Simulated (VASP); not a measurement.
# Mg in VASP: further runs, part 2 of 2

VASP 6.6.1.

## 3. Density of states, SCAN0+ULG (the (0 0 1) slab of Mg, cut from the database cell, not relaxed)

Input file POSCAR:

```
Mg
1.0
    3.1853886285      0.0000000000      0.0000000000
   -1.5926943142      2.7586274731      0.0000000000
    0.0000000000      0.0000000000     22.6998773267
Mg
4
Cartesian
    1.5926943142      0.9195424910      7.5000000000
    0.0000000000      1.8390849821     10.0732468744
    1.5926943142      0.9195424910     12.6266304523
    0.0000000000      1.8390849821     15.1998773267
```

Input file INCAR.step1:

```
ALGO     = Normal         # electronic algorithm
DIPOL    = 0.5 0.5 0.500
EDIFF    = 1E-5           # SCF threshold, eV
ENCUT    = 520            # plane-wave cutoff, eV
GGA      = PE             # functional
IDIPOL   = 3            
ISIF     = 2              # what is computed and relaxed
ISMEAR   = -1             # smearing method
LASPH    = T              # aspherical terms in the spheres
LCHARG   = F              # write CHGCAR
LDIPOL   = T            
LREAL    = F              # projectors in reciprocal space
LWAVE    = T              # write WAVECAR
NBANDS   = 12             # bands
NELM     = 100            # most SCF steps
PREC     = Accurate       # precision mode
SIGMA    = 0.05           # smearing width, eV
```

Input file INCAR.step2:

```
AEXX     = 0.25           # exact-exchange fraction
ALGO     = Normal         # electronic algorithm
DIPOL    = 0.5 0.5 0.500
EDIFF    = 1E-6           # SCF threshold, eV
ENCUT    = 520            # plane-wave cutoff, eV
IDIPOL   = 3            
ISIF     = 2              # what is computed and relaxed
ISMEAR   = -5             # smearing method
ISTART   = 1            
IVDW     = 3              # dispersion correction
LASPH    = T              # aspherical terms in the spheres
LCHARG   = F              # write CHGCAR
LDIPOL   = T            
LHFCALC  = T              # exact exchange
LMIXTAU  = T            
LORBIT   = 10             # projections on sites
LREAL    = F              # projectors in reciprocal space
LWAVE    = F              # write WAVECAR
METAGGA  = SCAN           # meta-GGA
NBANDS   = 12             # bands
NEDOS    = 1001           # points of the DOS
NELM     = 100            # most SCF steps
PREC     = Accurate       # precision mode
PRECFOCK = Fast         
SIGMA    = 0.05           # smearing width, eV
```

Input file KPOINTS:

```
k-points
0
Gamma
  6 6 1
```

Potentials or basis: VASP PAW PBE potentials, release 64 (Mg).

Run with:

```bash
$ cat potpaw_PBE.64/Mg/POTCAR > POTCAR
$ cp INCAR.step1 INCAR
$ mpirun -np 1 vasp_std > vasp.out
$ cp INCAR.step2 INCAR
$ mpirun -np 1 vasp_std > vasp.out
```

OUTCAR:

```text
AEXX = 0.25
   EDIFF = 1E-6
   ENCUT = 520
   ISIF = 2
   ISMEAR = -5
   ISTART = 1
   IVDW = 3
   LASPH = T
   LHFCALC = T
   LORBIT = 10
   LREAL = F
   METAGGA = SCAN
   NELM = 100
   PREC = Accurate
   PRECFOCK = Fast
  IVDW =   3

 ion  position               nearest neighbor table
   1  0.667  0.333  0.330-   2 3.16   2 3.16   2 3.16
   2  0.333  0.667  0.444-   3 3.15   3 3.15   3 3.15   1 3.16   1 3.16   1 3.16
   3  0.667  0.333  0.556-   2 3.15   2 3.15   2 3.15   4 3.16   4 3.16   4 3.16
   4  0.333  0.667  0.670-   3 3.16   3 3.16   3 3.16

  LATTYP: Found a hexagonal cell.
 ALAT       =     3.1853886285
 C/A-ratio  =     7.1262505063

  Lattice vectors:

 A1 = (   3.1853886285,   0.0000000000,   0.0000000000)
 A2 = (  -1.5926943142,   2.7586274731,   0.0000000000)
 A3 = (   0.0000000000,   0.0000000000,  22.6998773267)

Analysis of symmetry for initial positions (statically):
=====================================================================
 Subroutine PRICEL returns:
 Original cell was already a primitive cell.

 Routine SETGRP: Setting up the symmetry group for a
 hexagonal supercell.

 Subroutine GETGRP returns: Found 12 space group operations
 (whereof 12 operations were pure point group operations)
 out of a pool of 24 trial point group operations.

The static configuration has the point symmetry D_3d.

Analysis of symmetry for dynamics (positions and initial velocities):
=====================================================================
 Subroutine PRICEL returns:
 Original cell was already a primitive cell.

 Routine SETGRP: Setting up the symmetry group for a
 hexagonal supercell.

 Subroutine GETGRP returns: Found 12 space group operations
 (whereof 12 operations were pure point group operations)
 out of a pool of 24 trial point group operations.

The dynamic configuration has the point symmetry D_3d.

 Subroutine INISYM returns: Found 12 space group operations
 (whereof 12 operations are pure point group operations),
 and found     1 'primitive' translations

----------------------------------------------------------------------------------------

                                     Primitive cell

  volume of cell :     199.4706

  direct lattice vectors                    reciprocal lattice vectors
     3.185388629  0.000000000  0.000000000     0.313933437  0.181249554  0.000000000
    -1.592694314  2.758627473  0.000000000     0.000000000  0.362499109  0.000000000
     0.000000000  0.000000000 22.699877327     0.000000000  0.000000000  0.044053102

  length of vectors
     3.185388629  3.185388628 22.699877327     0.362499109  0.362499109  0.044053102

  position of ions in fractional coordinates (direct lattice)
     0.666666667  0.333333333  0.330398261
     0.333333333  0.666666667  0.443757767
     0.666666667  0.333333333  0.556242233
     0.333333333  0.666666667  0.669601739

  ion indices of the primitive-cell ions
   primitive index   ion index
                 1           1
                 2           2
                 3           3
                 4           4

----------------------------------------------------------------------------------------
[... 64 lines left out ...]
   PSTRESS=    0.0 pullay stress
   NELECT =       8.0000    total number of electrons
   NUPDOWN=      -1.0000    fix difference up-down
   EMIN   =  10.00;   EMAX   =-10.00  energy-range for DOS
   EFERMI =   0.00;   METHOD = LEGACY
   ISMEAR =    -5;   SIGMA  =   0.05  broadening in eV -4-tet -1-fermi 0-gaus
   EFERMI_NEDOS =   21; number of points for ismear=-14 and -15
   IALGO  =     38    algorithm
   IMIX   =      1    mixing-type and parameters
     AMIX     =   0.40;   BMIX     =  1.00
     AMIX_MAG =   1.60;   BMIX_MAG =  1.00
  volume/ion in A,a.u.               =      49.87       336.52
  Fermi-wavevector in a.u.,A,eV,Ry     =   0.560375  1.058955  4.272498  0.314020
  Thomas-Fermi vector in A             =   1.596221
   LORBIT       =     10    0 simple, 1 ext, 2 COOP (PROOUT), +10 PAW based schemes
   METAGGA = SCAN    functional components
   LHFCALC =     T    Hartree Fock is set to
   PRECFOCK=fast      Normal, Fast or Accurate (Low or Medium for compatibility)
   ENCUT4O =  -1.0   cutoff for four orbital integrals eV
   NKREDX  =     1    reduce k-point grid by
   NKREDY  =     1    reduce k-point grid by
   NKREDZ  =     1    reduce k-point grid by
   AEXX    =    0.2500 exact exchange contribution
   HFSCREEN=    0.0000 screening length (either q_TF or 0.3 A-1)
   HFSCREENC=   0.0000 screening length for correlation (either q_TF or 0.3 A-1)
   ENCUTFOCK=  -1.0 apply spherical cutoff to Coloumb kernel
   IVDW    =     3    specifies the selected vdW correction
   LEPSILON=     F    determine dielectric tensor
   LRPA    =     F    only Hartree local field effects (RPA)
 non-spin polarized calculation
 Fermi weights with tetrahedron method with Bloechl corrections
  energy-cutoff  :      520.00
  volume of cell :      199.47
 maximum number of plane-waves:      5391
 NGX is ok and might be reduce to    24
  NGX = 14; NGY = 14; NGZ =100

 dipolmoment           0.000000      0.000000     -0.000000 electrons x Angstroem

 number of electron       8.0000000 magnetization

 dipolmoment           0.000000      0.000000      0.000000 electrons x Angstroem

 Free energy of the ion-electron system (eV)
  ---------------------------------------------------
  ext. energy  EPLUGINS =         0.00000000
  ---------------------------------------------------
  free energy    TOTEN  =       -15.74363845 eV

  energy without entropy =      -15.74363845  energy(sigma->0) =      -15.74363845

 E-fermi :  -0.8270     XC(G=0):  -3.7104

 val. band max:       -0.8158594691   @ k =   0.3333   0.1667   0.0000
 cond. band min:      -0.1929244930   @ k =   0.5000   0.0000   0.0000
 fundamental gap:      0.6229349761
 Fermi energy:        -0.8270273780

 k-point     1 :       0.0000    0.0000    0.0000
  band No.  band energies     occupation
      1      -9.1060      2.00000
      2      -8.2274      2.00000
      3      -6.6390      2.00000
      4      -4.4890      2.00000
      5      -2.3563      2.00000
      6       0.9316      0.00000
      7       2.5599      0.00000
      8       3.6225      0.00000
      9       3.6488      0.00000
     10       5.7311      0.00000
     11       5.8591      0.00000
     12       8.6510      0.00000
[... 76 lines left out ...]
 k-point     7 :       0.3333    0.3333    0.0000
  band No.  band energies     occupation
      1      -1.5176      2.00000
      2      -1.4722      2.00000
      3      -1.4722      2.00000
      4      -0.1562      0.00000
      5      -0.1483      0.00000
      6      -0.1483      0.00000
      7       1.3059      0.00000
      8       2.2059      0.00000
      9       2.2059      0.00000
     10       3.2484      0.00000
     11       4.1546      0.00000
     12       4.1546      0.00000

------------------------ aborting loop because EDIFF is reached ----------------------------------------

 vacuum level on the upper side and lower side of the slab       (xc-potential included)         0.145         0.145

  ULGs method for vdW energy calculation

  Number of pair interactions contributing to vdW energy:   26088

  Edisp (eV):   -0.08620

  FORCE on cell =-STRESS in cart. coord.  units (eV):
  Direction    XX          YY          ZZ          XY          YZ          ZX
  --------------------------------------------------------------------------------------
  -------------------------------------------------------------------------------------
  Total      -1.25662    -1.25662     0.17950    -0.00000     0.00000    -0.00000
  in kB     -10.09332   -10.09332     1.44173    -0.00000     0.00000    -0.00000
  external pressure =       -6.25 kB  Pullay stress =        0.00 kB

 VOLUME and BASIS-vectors are now :
 -----------------------------------------------------------------------------
  energy-cutoff  :      520.00
  volume of cell :      199.47
      direct lattice vectors                 reciprocal lattice vectors
     3.185388629  0.000000000  0.000000000     0.313933437  0.181249554  0.000000000
    -1.592694314  2.758627473  0.000000000     0.000000000  0.362499109  0.000000000
     0.000000000  0.000000000 22.699877327     0.000000000  0.000000000  0.044053102

 POSITION                                       TOTAL-FORCE (eV/Angst)
 -----------------------------------------------------------------------------------
      1.59269      0.91954      7.50000        -0.000000      0.000000     -0.080967
     -0.00000      1.83908     10.07325        -0.000000      0.000000      0.150648
      1.59269      0.91954     12.62663         0.000000     -0.000000     -0.150648
     -0.00000      1.83908     15.19988         0.000000      0.000000      0.080967
 -----------------------------------------------------------------------------------
    total drift:                               -0.000000     -0.000000     -0.000000

  FREE ENERGIE OF THE ION-ELECTRON SYSTEM (eV)
  ---------------------------------------------------
  free  energy   TOTEN  =       -15.8298394865 eV

  energy  without entropy=      -15.8298394865  energy(sigma->0) =      -15.82983949

 vacuum level on the upper side and lower side of the slab         3.162         3.162

 total charge

# of ion       s       p       d       tot
------------------------------------------
    1        0.213   0.116   0.007   0.336
    2        0.207   0.135   0.011   0.353
    3        0.207   0.135   0.011   0.353
    4        0.213   0.116   0.007   0.336
--------------------------------------------------
tot          0.840   0.503   0.036   1.379
```

It took 3.1 min on 1 thread of Intel Xeon Platinum 8375C at 2.90GHz (Ice Lake), shared host; peak memory 0.34 GiB.

What came out:

```
Free energy                                           : -15.8298 eV
Largest force                                         : 0.151 eV/Å
Band gap on the k mesh                                : none (metal or under the smearing width)
Valence electrons inside the program's atomic spheres : Mg 0.34, 0.35
Dispersion energy per atom                            : -0.022 eV
```

Forces on the atoms (eV/Å):
```
Mg   0.000  0.000 -0.081
Mg   0.000  0.000  0.151
Mg   0.000  0.000 -0.151
Mg   0.000  0.000  0.081
```

Levels at points of the mesh, in eV from the Fermi level:
| k point | band 2 | band 3 | band 4 | band 5 | band 6 | band 7 |
| --- | --- | --- | --- | --- | --- | --- |
| (0.00, 0.00, 0.00) | -7.40 | -5.81 | -3.66 | -1.53 | 1.76 | 3.39 |
| (0.50, 0.00, 0.00) | -2.47 | -1.74 | -1.68 | 0.63 | 0.84 | 2.62 |

States per cell in windows of 1 eV (zero at the Fermi level; states under -8 eV left out):
| from (eV) | total | Mg2_s | Mg3_s | Mg1_p | Mg4_p | Mg1_s | Mg4_s |
| --- | --- | --- | --- | --- | --- | --- | --- |
| -8.0 | 0.39 | 0.02 | 0.02 | 0.00 | 0.00 | 0.01 | 0.01 |
| -7.0 | 0.65 | 0.03 | 0.03 | 0.00 | 0.00 | 0.02 | 0.02 |
| -6.0 | 0.82 | 0.03 | 0.03 | 0.01 | 0.01 | 0.03 | 0.03 |
| -5.0 | 0.95 | 0.03 | 0.03 | 0.01 | 0.01 | 0.03 | 0.03 |
| -4.0 | 1.31 | 0.04 | 0.04 | 0.02 | 0.02 | 0.04 | 0.04 |
| -3.0 | 1.35 | 0.03 | 0.03 | 0.02 | 0.02 | 0.04 | 0.04 |
| -2.0 | 1.51 | 0.02 | 0.02 | 0.03 | 0.03 | 0.03 | 0.03 |
| -1.0 | 0.97 | 0.01 | 0.01 | 0.02 | 0.02 | 0.01 | 0.01 |
| 0.0 | 0.82 | 0.01 | 0.01 | 0.02 | 0.02 | 0.01 | 0.01 |
| 1.0 | 2.11 | 0.04 | 0.04 | 0.04 | 0.04 | 0.05 | 0.05 |
| 2.0 | 1.73 | 0.03 | 0.03 | 0.04 | 0.04 | 0.02 | 0.02 |
| 3.0 | 2.31 | 0.03 | 0.03 | 0.04 | 0.04 | 0.04 | 0.04 |
| 4.0 | 2.65 | 0.02 | 0.02 | 0.05 | 0.05 | 0.02 | 0.02 |
| 5.0 | 3.00 | 0.04 | 0.04 | 0.06 | 0.06 | 0.04 | 0.04 |
| 6.0 | 2.72 | 0.04 | 0.04 | 0.04 | 0.04 | 0.01 | 0.01 |
| 7.0 | 0.49 | 0.01 | 0.01 | 0.01 | 0.01 | 0.00 | 0.00 |

Caveat: the k mesh is coarse (spacing up to 0.38 Å⁻¹), so the values aren't converged, least of all with exact exchange; atom-pairwise D2, TS and ULG terms overbind metals; the PAW data sets were made with another functional, which shifts forces and pressure a little; tetrahedron occupations give inexact forces and stress in metals.
